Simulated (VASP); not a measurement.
# CsH4 (P6/mmm) in VASP: notebook

One crystal, CsH4, is run at these levels: PBE; tasks: single point, relaxation of cell and atoms.

All numbers are computed with VASP 6.6.1; they aren't measurements. Logs are shortened: lines on timing, memory, paths and dates and some standing lists are left out, and cuts for length are marked.

### 1 The undisturbed crystal

The structure is hexagonal, space group P6/mmm (No. 191). The conventional cell has a = 3.588 Å, b = 3.588 Å, c = 5.004 Å, α = 90.00°, β = 90.00°, γ = 120.00°. Cs (site symmetry 6/mmm) has 2 H at 2.50 Å as nearest neighbours. Around H (site symmetry mmm) lie 6 H at 1.79 Å. Around H (site symmetry 6/mmm) lie 6 H at 1.79 Å.

The cell was built by a generator and needn't be a form met in nature.

### 2 Single point, PBE (random cell by space group and Wyckoff sites (P6mm, No. 183))

File INCAR:

```
SYSTEM = CsH4
PREC = Accurate
ENCUT = 520
EDIFF = 1E-6
ISMEAR = 0
SIGMA = 0.1
LREAL = .FALSE.
LASPH = .TRUE.
NELM = 100
ALGO = Normal
ISIF = 2
LWAVE = .FALSE.
LCHARG = .FALSE.
GGA = PE
NBANDS = 14
```

File KPOINTS:

```
regular mesh
0
G
  6 6 4
  0 0 0
```

File POSCAR:

```
CsH4
1.0
    3.5587919071      0.0000000000      0.0000000000
   -1.7793959535      3.0820041983      0.0000000000
    0.0000000000      0.0000000000      5.0274677260
Cs H
1 4
Direct
    0.0000000000      0.0000000000      0.5000000000
    0.5000000000      0.0000000000      0.0000000000
    0.0000000000      0.5000000000      0.0000000000
    0.5000000000      0.5000000000      0.0000000000
    0.0000000000      0.0000000000      0.0000000000
```

Potentials or basis: VASP PAW PBE potentials, release 64 (Cs_sv, H).

Launch:

```
$ cat potpaw_PBE.64/Cs_sv/POTCAR potpaw_PBE.64/H/POTCAR > POTCAR
$ mpirun -np 1 vasp_std > vasp.out
```

OUTCAR:

```text
SYSTEM = CsH4
   PREC = Accurate
   ENCUT = 520
   EDIFF = 1E-6
   ISMEAR = 0
   LREAL = .FALSE.
   LASPH = .TRUE.
   NELM = 100
   ISIF = 2
   GGA = PE

 ion  position               nearest neighbor table
   1  0.000  0.000  0.500-
   2  0.500  0.000  0.000-
   3  0.000  0.500  0.000-
   4  0.500  0.500  0.000-
   5  0.000  0.000  0.000-

  LATTYP: Found a hexagonal cell.
 ALAT       =     3.5587919071
 C/A-ratio  =     1.4126894343

  Lattice vectors:

 A1 = (   3.5587919071,   0.0000000000,   0.0000000000)
 A2 = (  -1.7793959535,   3.0820041983,   0.0000000000)
 A3 = (   0.0000000000,   0.0000000000,   5.0274677260)

Analysis of symmetry for initial positions (statically):
=====================================================================
 Subroutine PRICEL returns:
 Original cell was already a primitive cell.

 Routine SETGRP: Setting up the symmetry group for a
 hexagonal supercell.

 Subroutine GETGRP returns: Found 24 space group operations
 (whereof 24 operations were pure point group operations)
 out of a pool of 24 trial point group operations.

The static configuration has the point symmetry D_6h.

Analysis of symmetry for dynamics (positions and initial velocities):
=====================================================================
 Subroutine PRICEL returns:
 Original cell was already a primitive cell.

 Routine SETGRP: Setting up the symmetry group for a
 hexagonal supercell.

 Subroutine GETGRP returns: Found 24 space group operations
 (whereof 24 operations were pure point group operations)
 out of a pool of 24 trial point group operations.

The dynamic configuration has the point symmetry D_6h.

 Subroutine INISYM returns: Found 24 space group operations
 (whereof 24 operations are pure point group operations),
 and found     1 'primitive' translations

----------------------------------------------------------------------------------------

                                     Primitive cell

  volume of cell :      55.1423

  direct lattice vectors                    reciprocal lattice vectors
     3.558791907  0.000000000  0.000000000     0.280994232  0.162232096  0.000000000
    -1.779395953  3.082004198  0.000000000     0.000000000  0.324464191  0.000000000
     0.000000000  0.000000000  5.027467726     0.000000000  0.000000000  0.198907294

[... 97 lines left out ...]
   NUPDOWN=      -1.0000    fix difference up-down
   EMIN   =  10.00;   EMAX   =-10.00  energy-range for DOS
   EFERMI =   0.00;   METHOD = LEGACY
   ISMEAR =     0;   SIGMA  =   0.10  broadening in eV -4-tet -1-fermi 0-gaus
   EFERMI_NEDOS =   21; number of points for ismear=-14 and -15
   IALGO  =     38    algorithm
   IMIX   =      4    mixing-type and parameters
     AMIX     =   0.40;   BMIX     =  1.00
     AMIX_MAG =   1.60;   BMIX_MAG =  1.00
  volume/ion in A,a.u.               =      11.03        74.42
  Fermi-wavevector in a.u.,A,eV,Ry     =   1.011333  1.911143 13.915967  1.022795
  Thomas-Fermi vector in A             =   2.144376
   LORBIT       =      0    0 simple, 1 ext, 2 COOP (PROOUT), +10 PAW based schemes
   GGA     = PE    functional components
   LHFCALC =     F    Hartree Fock is set to
   AEXX    =    0.0000 exact exchange contribution
   IVDW    =     0    specifies the selected vdW correction
   LEPSILON=     F    determine dielectric tensor
   LRPA    =     F    only Hartree local field effects (RPA)
 non-spin polarized calculation
 Gauss-broadening in eV      SIGMA  =   0.10
  energy-cutoff  :      520.00
  volume of cell :       55.14
 maximum number of plane-waves:      1507
 NGX is ok and might be reduce to    28
   NGX = 13   NGY = 13   NGZ = 19

 number of electron      13.0000001 magnetization

 Free energy of the ion-electron system (eV)
  ---------------------------------------------------
  ext. energy  EPLUGINS =         0.00000000
  ---------------------------------------------------
  free energy    TOTEN  =        -9.87338623 eV

  energy without entropy =       -9.86603359  energy(sigma->0) =       -9.86970991

 E-fermi :   3.3506     XC(G=0):  -9.2771

 val. band max:        3.2362077000   @ k =   0.3333   0.0000   0.0000
 cond. band min:       3.3820131360   @ k =   0.1667   0.0000   0.2500
 fundamental gap:      0.1458054360
 Fermi energy:         3.3506464037

 k-point     1 :       0.0000    0.0000    0.0000
  band No.  band energies     occupation
      1     -20.5914      2.00000
      2      -7.2627      2.00000
      3      -5.9457      2.00000
      4      -5.6595      2.00000
      5      -5.6595      2.00000
      6       3.4130      0.37757
      7       5.2843      0.00000
      8       5.2843      0.00000
      9       6.7470      0.00000
     10       8.2730      0.00000
     11       8.2730      0.00000
     12       8.3441      0.00000
     13      10.9630      0.00000
     14      11.1814      0.00000
[... 326 lines left out ...]
      1     -19.8772      2.00000
      2      -8.0177      2.00000
      3      -8.0177      2.00000
      4      -6.9994      2.00000
      5      -1.4204      2.00000
      6      -1.4204      2.00000
      7       0.3955      2.00000
      8       7.4484      0.00000
      9       7.4484      0.00000
     10       8.4095      0.00000
     11       8.5660      0.00000
     12       8.5660      0.00000
     13       8.9113      0.00000
     14      12.7837      0.00000

------------------------ aborting loop because EDIFF is reached ----------------------------------------

  FORCE on cell =-STRESS in cart. coord.  units (eV):
  Direction    XX          YY          ZZ          XY          YZ          ZX
  --------------------------------------------------------------------------------------
  -------------------------------------------------------------------------------------
  Total        0.0680097      0.0680097      0.0784065      0.0000000     -0.0000000      0.0000000
  in kB        1.9760414      1.9760414      2.2781259      0.0000000     -0.0000000      0.0000000
  external PRESSURE =       2.0767363 kB  Pullay stress =       0.0000000 kB

 VOLUME and BASIS-vectors are now :
 -----------------------------------------------------------------------------
  energy-cutoff  :      520.00
  volume of cell :       55.14
      direct lattice vectors                 reciprocal lattice vectors
     3.558791907  0.000000000  0.000000000     0.280994232  0.162232096  0.000000000
    -1.779395953  3.082004198  0.000000000     0.000000000  0.324464191  0.000000000
     0.000000000  0.000000000  5.027467726     0.000000000  0.000000000  0.198907294

 POSITION                                       TOTAL-FORCE (eV/Angst)
 -----------------------------------------------------------------------------------
      0.00000      0.00000      2.51373         0.000000      0.000000      0.000000
      1.77940      0.00000      0.00000         0.000000      0.000000      0.000000
     -0.88970      1.54100      0.00000         0.000000      0.000000      0.000000
      0.88970      1.54100      0.00000        -0.000000      0.000000      0.000000
      0.00000      0.00000      0.00000        -0.000000      0.000000      0.000000
 -----------------------------------------------------------------------------------
    total drift:                                0.000000     -0.000000      0.000000

  FREE ENERGIE OF THE ION-ELECTRON SYSTEM (eV)
  ---------------------------------------------------
  free  energy   TOTEN  =        -9.8733862312 eV

  energy  without entropy=       -9.8660335854  energy(sigma->0) =       -9.86970991
```

OSZICAR:

```text
N       E                     dE             d eps       ncg     rms          rms(c)
DAV:   1     0.459031357868E+02    0.45903E+02   -0.48221E+03   588   0.720E+02
DAV:   2    -0.743675224316E+01   -0.53340E+02   -0.50075E+02   790   0.133E+02
DAV:   3    -0.105467205524E+02   -0.31100E+01   -0.31040E+01   786   0.336E+01
DAV:   4    -0.105633001759E+02   -0.16580E-01   -0.16579E-01   672   0.280E+00
DAV:   5    -0.105633558081E+02   -0.55632E-04   -0.55632E-04   768   0.168E-01    0.221E+00
DAV:   6    -0.100420992848E+02    0.52126E+00   -0.20700E-01   650   0.344E+00    0.116E+00
DAV:   7    -0.989337719374E+01    0.14872E+00   -0.42560E-01   716   0.430E+00    0.729E-01
DAV:   8    -0.987224562572E+01    0.21132E-01   -0.82527E-02   636   0.187E+00    0.288E-01
DAV:   9    -0.987657223776E+01   -0.43266E-02   -0.14239E-02   678   0.687E-01    0.167E-01
DAV:  10    -0.987342844610E+01    0.31438E-02   -0.28043E-03   636   0.382E-01    0.418E-02
DAV:  11    -0.987339580167E+01    0.32644E-04   -0.10236E-03   708   0.177E-01    0.175E-02
DAV:  12    -0.987338574074E+01    0.10061E-04   -0.64612E-05   654   0.511E-02    0.586E-03
DAV:  13    -0.987338623125E+01   -0.49051E-06   -0.60453E-06   672   0.140E-02
   1 F= -.98733862E+01 E0= -.98697099E+01  d E =-.735265E-02
```

stdout:

```text
POSCAR found type information on POSCAR CsH
 POSCAR found :  2 types and       5 ions
 scaLAPACK will be used
 LDA part: xc-table for (Slater+PW92), standard interpolation
 POSCAR, INCAR and KPOINTS ok, starting setup
 FFT: planning ... GRIDC
 FFT: planning ... GRID_SOFT
 FFT: planning ... GRID
 WAVECAR not read
 entering main loop
```

Run time: 22 s. Hardware: 1 thread of Intel Xeon Platinum 8559C (Emerald Rapids), shared host; peak memory 0.17 GiB.

What came out:

* Free energy: -9.8734 eV
* Pressure: 0.2 GPa
* Band gap on the k mesh: none (metal or under the smearing width)

Spin-orbit coupling is left out, which matters for the levels of Cs.

### 3 Relaxation of cell and atoms, PBE (random cell by space group and Wyckoff sites (P6mm, No. 183))

File INCAR:

```
SYSTEM = CsH4
ALGO = Fast
EDIFF = 1E-6
EDIFFG = -0.04
ENCUT = 600
GGA = PE
IBRION = 2
ISIF = 3
ISMEAR = 0
LASPH = .True.
LCHARG = .False.
LREAL = .False.
LWAVE = .False.
NELM = 80
NSW = 90
PREC = Accurate
SIGMA = 0.1
```

File KPOINTS:

```
k-points
0
Gamma
  6 6 4
  0 0 0
```

Changes to POSCAR since step 2:

```diff
@@ -2,5 +2,5 @@
 1.0
-    3.5587919071      0.0000000000      0.0000000000
-   -1.7793959535      3.0820041983      0.0000000000
-    0.0000000000      0.0000000000      5.0274677260
+    3.5809592697      0.0000000000      0.0000000000
+   -1.7904796348      3.1012016974      0.0000000000
+    0.0000000000      0.0000000000      5.0763428940
 Cs H
```

Potentials or basis: VASP PAW PBE potentials, release 64 (Cs_sv, H).

Launch:

```
$ cat potpaw_PBE.64/Cs_sv/POTCAR potpaw_PBE.64/H/POTCAR > POTCAR
$ mpirun -np 1 vasp_std > vasp.out
```

OUTCAR:

```text
SYSTEM = CsH4
   EDIFF = 1E-6
   EDIFFG = -0.04
   ENCUT = 600
   GGA = PE
   IBRION = 2
   ISIF = 3
   ISMEAR = 0
   LASPH = .True.
   LREAL = .False.
   NELM = 80
   NSW = 90
   PREC = Accurate

 ion  position               nearest neighbor table
   1  0.000  0.000  0.500-
   2  0.500  0.000  0.000-
   3  0.000  0.500  0.000-
   4  0.500  0.500  0.000-
   5  0.000  0.000  0.000-

  LATTYP: Found a hexagonal cell.
 ALAT       =     3.5809592697
 C/A-ratio  =     1.4175930279

  Lattice vectors:

 A1 = (   3.5809592697,   0.0000000000,   0.0000000000)
 A2 = (  -1.7904796348,   3.1012016974,   0.0000000000)
 A3 = (   0.0000000000,   0.0000000000,   5.0763428940)

Analysis of symmetry for initial positions (statically):
=====================================================================
 Subroutine PRICEL returns:
 Original cell was already a primitive cell.

 Routine SETGRP: Setting up the symmetry group for a
 hexagonal supercell.

 Subroutine GETGRP returns: Found 24 space group operations
 (whereof 24 operations were pure point group operations)
 out of a pool of 24 trial point group operations.

The static configuration has the point symmetry D_6h.

Analysis of symmetry for dynamics (positions and initial velocities):
=====================================================================
 Subroutine PRICEL returns:
 Original cell was already a primitive cell.

 Routine SETGRP: Setting up the symmetry group for a
 hexagonal supercell.

 Subroutine GETGRP returns: Found 24 space group operations
 (whereof 24 operations were pure point group operations)
 out of a pool of 24 trial point group operations.

The dynamic configuration has the point symmetry D_6h.

 Subroutine INISYM returns: Found 24 space group operations
[... 183 lines left out ...]
  ---------------------------------------------------
  free  energy   TOTEN  =        -9.8735600160 eV

  energy  without entropy=       -9.8656521243  energy(sigma->0) =       -9.86960607

--------------------------------------- Ionic step        2  -------------------------------------------

 number of electron      13.0000002 magnetization

 Free energy of the ion-electron system (eV)
  ---------------------------------------------------
  ext. energy  EPLUGINS =         0.00000000
  ---------------------------------------------------
  free energy    TOTEN  =        -9.87453582 eV

  energy without entropy =       -9.86662899  energy(sigma->0) =       -9.87058241

 E-fermi :   3.2525     XC(G=0):  -9.2023

 val. band max:        3.1539765861   @ k =   0.3333   0.0000   0.0000
 cond. band min:       3.2843995668   @ k =   0.1667   0.0000   0.2500
 fundamental gap:      0.1304229807
 Fermi energy:         3.2525387449

 k-point     1 :       0.0000    0.0000    0.0000
  band No.  band energies     occupation
      1     -20.6765      2.00000
      2      -7.3446      2.00000
      3      -5.9388      2.00000
      4      -5.8194      2.00000
      5      -5.8194      2.00000
      6       3.2992      0.50952
      7       5.1594      0.00000
      8       5.1594      0.00000
      9       6.5522      0.00000
     10       8.1483      0.00000
[... 248 lines left out ...]
 k-point    21 :       0.3333    0.3333    0.5000
  band No.  band energies     occupation
      1     -19.9983      2.00000
      2      -8.0939      2.00000
      3      -8.0939      2.00000
      4      -7.0796      2.00000
      5      -1.4530      2.00000
      6      -1.4530      2.00000
      7       0.2816      2.00000
      8       7.2658      0.00000
      9       7.2658      0.00000
     10       8.2227      0.00000

------------------------ aborting loop because EDIFF is reached ----------------------------------------

  FORCE on cell =-STRESS in cart. coord.  units (eV):
  Direction    XX          YY          ZZ          XY          YZ          ZX
  --------------------------------------------------------------------------------------
  -------------------------------------------------------------------------------------
  Total       -0.0590131     -0.0590131     -0.1888784     -0.0000000      0.0000000     -0.0000000
  in kB       -1.6851350     -1.6851350     -5.3934704     -0.0000000      0.0000000     -0.0000000
  external PRESSURE =      -2.9212468 kB  Pullay stress =       0.0000000 kB

 VOLUME and BASIS-vectors are now :
 -----------------------------------------------------------------------------
  energy-cutoff  :      600.00
  volume of cell :       56.11
      direct lattice vectors                 reciprocal lattice vectors
     3.578389388 -0.000000000 -0.000000000     0.279455334  0.161343612  0.000000000
    -1.789194694  3.098976114 -0.000000000     0.000000000  0.322687224  0.000000000
    -0.000000000 -0.000000000  5.059629653     0.000000000  0.000000000  0.197642924

 POSITION                                       TOTAL-FORCE (eV/Angst)
 -----------------------------------------------------------------------------------
     -0.00000     -0.00000      2.52981        -0.000000     -0.000000      0.000000
      1.78919     -0.00000     -0.00000         0.000000     -0.000000      0.000000
      2.68379      1.54949     -0.00000         0.000000      0.000000      0.000000
      0.89460      1.54949     -0.00000         0.000000     -0.000000      0.000000
      3.57839     -0.00000     -0.00000         0.000000      0.000000      0.000000
 -----------------------------------------------------------------------------------
    total drift:                               -0.000000      0.000000     -0.000000

  FREE ENERGIE OF THE ION-ELECTRON SYSTEM (eV)
  ---------------------------------------------------
  free  energy   TOTEN  =        -9.8745358239 eV

  energy  without entropy=       -9.8666289912  energy(sigma->0) =       -9.87058241

 reached required accuracy - stopping structural energy minimisation
```

OSZICAR:

```text
N       E                     dE             d eps       ncg     rms          rms(c)
DAV:   1     0.562600630491E+02    0.56260E+02   -0.54248E+03   420   0.113E+03
DAV:   2    -0.732720373689E+01   -0.63587E+02   -0.61364E+02   568   0.161E+02
DAV:   3    -0.105472543053E+02   -0.32201E+01   -0.32078E+01   508   0.459E+01
[... 14 lines left out ...]
RMM:   2    -0.987484992354E+01    0.11303E-02   -0.16629E-03   420   0.324E-01    0.798E-02
RMM:   3    -0.987453425063E+01    0.31567E-03   -0.12457E-03   426   0.231E-01    0.196E-02
RMM:   4    -0.987453403574E+01    0.21489E-06   -0.78433E-05   422   0.812E-02    0.107E-02
RMM:   5    -0.987453607674E+01   -0.20410E-05   -0.16879E-05   419   0.337E-02    0.444E-03
RMM:   6    -0.987453582394E+01    0.25280E-06   -0.19004E-06   301   0.103E-02
   2 F= -.98745358E+01 E0= -.98705824E+01  d E =-.975808E-03
```

Run time: 28 s. Hardware: 1 thread of Intel Xeon Platinum 8559C (Emerald Rapids), shared host; peak memory 0.18 GiB.

Results:

```yaml
Free_energy: -9.8745 eV
Relaxed_volume: 11.22 Å³/atom
Relaxed_cell: a = 3.578 Å, b = 3.578 Å, c = 5.060 Å, α = 90.00°, β = 90.00°, γ = 120.00°
Space_group_after_relaxing_to_0.05_Å: P6/mmm (No. 191)
Energy_gained_by_relaxing: 0.2 meV/atom
Ionic_steps: 2
Pressure_after_relaxing: -0.3 GPa
Band_gap_on_the_k_mesh: none (metal or under the smearing width)
```

The path:
| step | energy change (eV) | largest force (eV/Å) | pressure (GPa) | volume (Å³) |
| --- | --- | --- | --- | --- |
| 1 | 0.0000 | 0.0000 | -0.46 | 56.37 |
| 2 | -0.0010 | 0.0000 | -0.29 | 56.11 |

Final structure:
```
Cs H
1.0
     3.57839    0.00000    0.00000
    -1.78919    3.09898    0.00000
     0.00000    0.00000    5.05963
Cs H
1 4
Direct
  0.00000 0.00000 0.50000
  0.50000 0.00000 0.00000
  0.00000 0.50000 0.00000
  0.50000 0.50000 0.00000
  0.00000 0.00000 0.00000
```

Levels at points of the mesh, in eV from the Fermi level:
| k point | band 4 | band 5 | band 6 | band 7 | band 8 | band 9 | band 10 |
| --- | --- | --- | --- | --- | --- | --- | --- |
| (0.00, 0.00, 0.00) | -9.07 | -9.07 | 0.05 | 1.91 | 1.91 | 3.30 | 4.90 |
| (0.50, 0.00, 0.00) | -9.81 | -5.70 | -5.23 | -0.48 | 1.01 | 1.32 | 2.41 |
| (0.00, 0.00, 0.50) | -9.06 | -7.02 | 0.28 | 2.23 | 2.39 | 2.39 | 2.76 |
| (0.50, 0.00, 0.50) | -9.79 | -5.92 | -4.22 | 0.29 | 0.73 | 1.19 | 4.15 |

The run has no spin-orbit coupling, so splittings on Cs are missing.
